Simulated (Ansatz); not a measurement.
# AlN (P6_3mc) in Ansatz: settings compared, part 2 of 2

Ansatz 0.2.0. Earlier steps stand in the parts before.

## (3) Relaxation of cell and atoms, rPW86-PBE

The input, input.yaml:

```yaml
crystal:
  lattice:
    - [3.113, 0.0, 0.0]
    - [-1.5565, 2.695937082, 0.0]
    - [0.0, 0.0, 4.981]
  atoms:
    - { symbol: Al, position: [0.6666666667, 0.3333333333, 0.5] }
    - { symbol: Al, position: [0.3333333333, 0.6666666667, 0.0] }
    - { symbol: "N", position: [0.6666666667, 0.3333333333, 0.88] }
    - { symbol: "N", position: [0.3333333333, 0.6666666667, 0.38] }
hamiltonian:
  xc: { exchange: rpw86, correlation: pbe }
  pseudopotentials: { kind: paw }
kpoints:
  mp_grid: { grid: [10, 10, 6] }
scf:
  occupations: { method: fermi_dirac, width: 0.05 }
output:
  forces: true
  stress: true
relax:
  f_tol: 0.01
  max_steps: 40
  cell: { stress_tol: 0.05 }
```

Potentials or basis: Ansatz PAW.

The run is started by

```sh
ansatz run input.yaml --threads 2 --pin off --max-ram 5120MiB --backend cpu --events-out ev --progress --plain --runs-dir out
```

Log:

```text
Warning: RAYON_NUM_THREADS=2 ignored (pool sized by the plan → 2); use --threads N
Engine: ansatz 0.2.0, aarch64-unknown-linux-gnu
Pseudopotentials: kind: paw
Pseudopotential: Al, paw, valence charge 3, recommended cutoff 420 eV (normal), Al.paw.azcp
Pseudopotential: N, paw, valence charge 5, recommended cutoff 420 eV (normal), N.paw.azcp
Functional definition: unnamed
  exchange = rpw86_x
  correlation = pbe_c
Crystal: 4 atoms, lattice volume = 41.803 Å³
Basis set: ecut = 420 eV, 809 PW (Γ), exchange–correlation on 48×48×72 points (8 copies of the dense FFT grid, shifted against one another)
Bands: 12, of which v1, the nominal top of the filled ones, is band 8 counted from 1 (7 counted from 0)
Symmetry: 12 space group operations
Space group: P63mc (ITA 186), of the structure as read, at distance tolerance 3.5e-5 Å
k-points: 56 of 600 (time reversal used)
Non-local potential: Al, projectors of the file, l = 0: 2, l = 1: 2, l = 2: 1
Non-local potential: N, projectors of the file, l = 0: 2, l = 1: 2, l = 2: 1
PAW form: soft (Blöchl's): semilocal exchange-correlation on the pseudo side does not see the compensation charge
PAW frozen core: Al, regenerated for the run's functional, and the local potential with it (the file was generated under x = pbe(κ = 0.804, μ = 0.2195149727645171), c = pbe(β = 0.06672455060314922))
PAW frozen core: N, regenerated for the run's functional, and the local potential with it (the file was generated under x = pbe(κ = 0.804, μ = 0.2195149727645171), c = pbe(β = 0.06672455060314922))
PAW one-centre angular grid: Al, 110 points (default); XC on 64 Gauss nodes
PAW one-centre angular grid: N, 110 points (default); XC on 64 Gauss nodes
Initial density: superposition of atomic densities (neutral atoms: chi_scale 0, normalization atom), corrected by the library's trained network
Initial wavefunctions: pseudopotential atomic-orbital guess
Functional: x = rpw86, c = pbe(β = 0.06672455060314922)
SCF iter   1: F=—  HF=-1879.547380 eV  |F-HF|=—  |Δ(HF+E_count)|=         —  Δρ=1.67e-2  dr2=1.05e-1  ethr=1.77e-3  ⟨swp⟩=5.6  Hψ=4363  notcnv=0
preconditioner: auto → none  [insulator: Δε(μ)=4.498 eV  Ē_g=13.342 eV  σ=0.050 eV  W_gap=1.00  n_scr=2 (ndim 8)  ℏωp=23.0 eV  f_vac=0.000  D(μ)=0.00/eV (n_scr^D=0)  ε∞_Penn≈4.0]
SCF iter   2: F=—  HF=-1879.515871 eV  |F-HF|=—  |Δ(HF+E_count)|=   3.15e-2  Δρ=1.63e-3  dr2=1.22e-3  ethr=6.58e-4  ⟨swp⟩=2.9  Hψ=1747  notcnv=0
[... 99 lines left out ...]
  E_band       = 27.902863
  E_kinetic    = 318.045446
  E_local      = -460.043787  (includes V_loc(G=0)·N_el)
  E_nonlocal   = 112.127031
  E_hartree    = 160.436611
  E_xc         = -205.600210
  E_vxc        = -215.752585  (∫ρ·V_xc dr)
  E_paw        = -1219.269240  (= ΣΔE_a)
  E_vpaw       = -47.346618  (= ΣTr[D̂ρ^β])
  E_aug_tail   = 0.000197  (compensation charges beyond the density's cutoff)
  E_ewald      = -585.260192
  E_core_change = 0.019612  (= ΣΔE_core)
  E_smearing   = -0.000000  (= −TS)
  E_closure    = 0.000000  (closes the sum)
  Σ components = -1879.544533   (vs F -1879.544533, Δ=0.00e0)
--- Forces (eV/Å), atoms counted from 1 ---
  atom   1  Al     0.00000000     0.00000000    -0.00058422
  atom   2  Al     0.00000000    -0.00000000    -0.00058422
  atom   3  N     -0.00000000     0.00000000    -0.00061879
  atom   4  N      0.00000000    -0.00000000    -0.00061879
  max |Σ_I F_I| component: 2.41e-3 eV/Å
--- Stress (GPa, compression-positive) ---
        0.008141       0.000000       0.000000
        0.000000       0.008141      -0.000000
        0.000000      -0.000000       0.009150
  P = ⅓ Tr σ = 0.0085 GPa (0.085 kbar)
--- Relaxed structure (5 steps of the walk, 5 accepted, 2 SCFs on fresh bases) ---
  F+E_penalty+E_count = -1879.54453279 eV   max|allowed force component| = 1.729e-5 eV/Å   (the final SCF, on the basis selected at the relaxed cell)
  cell:  # Å, volume = 43.1949 Å³
    - [3.1423652430466795, -1.0867322980643884e-18, 2.5912484805516653e-34]
    - [-1.5711826215233398, 2.7213681284476867, -8.775914279194396e-34]
    - [4.146164048050839e-34, -1.3820546826836129e-33, 5.051129392224871]
  atoms:
    - { symbol: Al, position: [0.6666666666666665, 0.33333333333333326, 0.49957342671562954] }
    - { symbol: Al, position: [0.33333333333333326, 0.6666666666666665, -0.0004265732843705145] }
    - { symbol: N, position: [0.6666666666666665, 0.33333333333333326, 0.8804265732843705] }
    - { symbol: N, position: [0.33333333333333326, 0.6666666666666665, 0.3804265732843704] }
```

It took 7.6 s on 2 threads of Arm Neoverse V2, shared host; peak memory 0.33 GiB.

What came out:

- Free energy: -1879.5445 eV
- Relaxed volume: 10.80 Å³/atom
- Relaxed cell: a = 3.142 Å, b = 3.142 Å, c = 5.051 Å, α = 90.00°, β = 90.00°, γ = 120.00°
- Space group after relaxing (to 0.05 Å): P6_3mc (No. 186)
- Energy gained by relaxing: 7.2 meV/atom
- Ionic steps: 7
- Pressure after relaxing: 0.0 GPa
- Band gap on the k mesh: 4.08 eV

Step by step:
```csv
step,energy change (eV),largest force (eV/Å),volume (Å³)
1,0.0000,0.1182,41.80
2,-0.0186,0.0844,42.48
3,-0.0234,0.0365,43.13
4,-0.0235,0.0058,43.15
5,-0.0287,0.0060,43.15
6,-0.0286,0.0006,43.19
7,-0.0287,0.0006,43.19
```

Final structure:
```xyz
4
Lattice="3.1424 0.0000 0.0000 -1.5712 2.7214 0.0000 0.0000 0.0000 5.0511" Properties=species:S:1:pos:R:3 pbc="T T T"
Al    1.5712    0.9071    2.5234
Al    0.0000    1.8142   -0.0022
N     1.5712    0.9071    4.4471
N     0.0000    1.8142    1.9216
```

Caveat: the plane-wave basis is chosen anew once the cell has moved, so the energies of steps on either side of that aren't comparable; the pressure holds a Pulay correction of +0.5 GPa for the finite cutoff; the PAW data sets come from PBE, with cores solved anew for the run's functional, which leaves a small shift of forces and pressure.

## (4) Single point, PBE

Changes to input.yaml since step 3:

```diff
@@ -11,3 +11,3 @@
 hamiltonian:
-  xc: { exchange: rpw86, correlation: pbe }
+  xc: pbe
   pseudopotentials: { kind: paw }
@@ -17,2 +17,4 @@
   occupations: { method: fermi_dirac, width: 0.05 }
+basis:
+  ecutwfc: "600 eV"
 output:
@@ -20,5 +22,6 @@
   stress: true
-relax:
-  f_tol: 0.01
-  max_steps: 40
-  cell: { stress_tol: 0.05 }
+  eigenvalues: true
+  write_density: true
+  write_potential: true
+  elf: true
+  volumetric_format: npy
```

The run is started by

```sh
ansatz run input.yaml --threads 2 --pin off --max-ram 5120MiB --backend cpu --events-out ev --progress --plain --runs-dir out
```

It took 2.4 s on 2 threads of Arm Neoverse V2, shared host; peak memory 0.35 GiB.

It converged, with:

* Free energy: -1848.5081 eV
* Pressure: 3.7 GPa
* Largest force: 0.129 eV/Å
* Band gap on the k mesh: 4.21 eV, direct

Forces on the atoms (eV/Å):
```
Al   0.000  0.000 -0.129
Al   0.000  0.000 -0.129
N    0.000  0.000  0.129
N    0.000  0.000  0.129
```

Stress tensor (GPa, compression positive):
```
3.18 0.00 0.00
0.00 3.18 0.00
0.00 0.00 4.77
```

Levels at points of the mesh, in eV from the valence-band top:
| k point | band 6 | band 7 | band 8 | band 9 | band 10 | band 11 |
| --- | --- | --- | --- | --- | --- | --- |
| (0.00, 0.00, 0.00) | -0.18 | -0.18 | 0.00 | 4.21 | 6.67 | 10.61 |
| (0.00, 0.00, -0.50) | -0.51 | -0.51 | -0.51 | 6.47 | 6.47 | 10.35 |
| (0.00, -0.50, 0.00) | -2.05 | -1.76 | -0.66 | 5.82 | 5.84 | 8.21 |
| (0.00, -0.50, -0.50) | -1.43 | -1.35 | -1.35 | 5.33 | 5.33 | 9.30 |

## (5) Overview

| task | level | cell | cutoff (eV) | gap on the mesh (eV) | pressure (GPa) | relaxed volume (Å³/atom) |
| --- | --- | --- | --- | --- | --- | --- |
| relaxation of cell and atoms | r2SCAN | relaxed | 500 | 4.88 | 0.0 | 10.40 |
| relaxation of cell and atoms | rPW86-PBE | relaxed | 420 | 4.08 | 0.0 | 10.80 |
| single point | PBE | as given | 600 | 4.21 | 3.7 | - |

Alike in all rows: potentials or basis Ansatz PAW; no spin polarisation; k mesh 10 × 10 × 6; smearing fermi-dirac 0.05 eV.

Caveats: the plane-wave basis is chosen anew once the cell has moved, so the energies of steps on either side of that aren't comparable (some runs); the PAW data sets come from PBE, with cores solved anew for the run's functional, which leaves a small shift of forces and pressure (some runs).

Total energies depend on the potentials used, so only differences within one code and one set of settings carry meaning.

## (6) Comparison with measurements

Step 4. A measured gap of AlN is 6.0343 eV (an exciton energy, a little under the gap; 0 K; quoted in “Structural and optical properties of self-assembled AlN nanowires grown on SiO2/Si substrates by molecular beam epitaxy”, 2024, arxiv:2402.00216); the calculated 4.21 eV misses it by -1.82 eV. 2 values of this kind are on record (6.034 to 6.0343 eV); this one was drawn at random. The value is that of PBE on a finite k mesh, which can miss the band edges, without temperature or zero-point motion. Semilocal functionals fall short of measured gaps as a rule.
